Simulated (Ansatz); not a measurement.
# TiSi2: the cost of one run

Program: Ansatz 0.2.0. Level of theory: DFT PBE, scalar-relativistic. These are calculated values, not measurements.

## Step 1: The structure to begin with

Symmetry: Fddd, No. 70, orthorhombic system. Conventional cell: a = 4.773 Å, b = 8.236 Å, c = 8.523 Å, α = 90.00°, β = 90.00°, γ = 90.00°. Ti (site symmetry 222) is surrounded by 10 Si at 2.54 to 2.75 Å. Si (site symmetry 2) has 5 Ti at 2.54 to 2.75 Å and 5 Si at 2.54 to 2.75 Å as nearest neighbours.

As a file:

```
Ti Si
1.0
     0.00000    4.11800    4.26150
     2.38650    0.00000    4.26150
     2.38650    4.11800    0.00000
Ti Si
2 4
Direct
  0.75000 0.75000 0.75000
  0.50000 0.50000 0.50000
  0.08300 0.41700 0.08300
  0.41700 0.08300 0.41700
  0.16700 0.83300 0.16700
  0.83300 0.16700 0.83300
```

Structure: COD 1010453, as refined from experiment and not relaxed.

Atoms are numbered in the order of the input: Ti1, Ti2, Si3, Si4, Si5, Si6.

## Step 2: All-electron LAPW

File input.yaml:

```yaml
crystal:
  lattice:
    - [0.0, 4.118, 4.2615]
    - [2.3865, 0.0, 4.2615]
    - [2.3865, 4.118, 0.0]
  atoms:
    - { symbol: Ti, position: [0.75, 0.75, 0.75] }
    - { symbol: Ti, position: [0.5, 0.5, 0.5] }
    - { symbol: Si, position: [0.083, 0.417, 0.083] }
    - { symbol: Si, position: [0.417, 0.083, 0.417] }
    - { symbol: Si, position: [0.167, 0.833, 0.167] }
    - { symbol: Si, position: [0.833, 0.167, 0.833] }
kpoints:
  mp_grid: { grid: [8, 8, 8] }
  band_path:
    path:
      - [0.0, 0.0, 0.0]
      - [0.5, 0.0, 0.5]
      - [1.0, 0.5, 0.5]
      - [0.5, 0.5, 0.0]
      - [0.0, 0.0, 0.0]
      - [0.0, 0.4123673781, 0.4123673781]
      - [1.0, 0.5876326219, 0.5876326219]
      - [1.0, 0.5, 0.5]
      - [0.5, 0.0, 0.5]
    npoints: 14
scf:
  occupations: { method: fermi_dirac, width: 0.08 }
hamiltonian:
  xc: pbe
  pseudopotentials: { kind: all_electron, lapw: { basis_error: 0.0005 } }
output:
  forces: true
  stress: true
  eigenvalues: true
  populations: true
  dos: { projected: true, de: 0.2, e_range: [-14, 8] }
```

Run with:

```console
$ ansatz run input.yaml --threads 2 --pin off --max-ram 6144MiB --backend cpu --events-out ev --progress --plain --runs-dir out
```

What time and memory should one allow on 2 threads of Intel Xeon 6975P-C (Granite Rapids), shared host?

About 32 s, with a peak of 0.91 GiB.
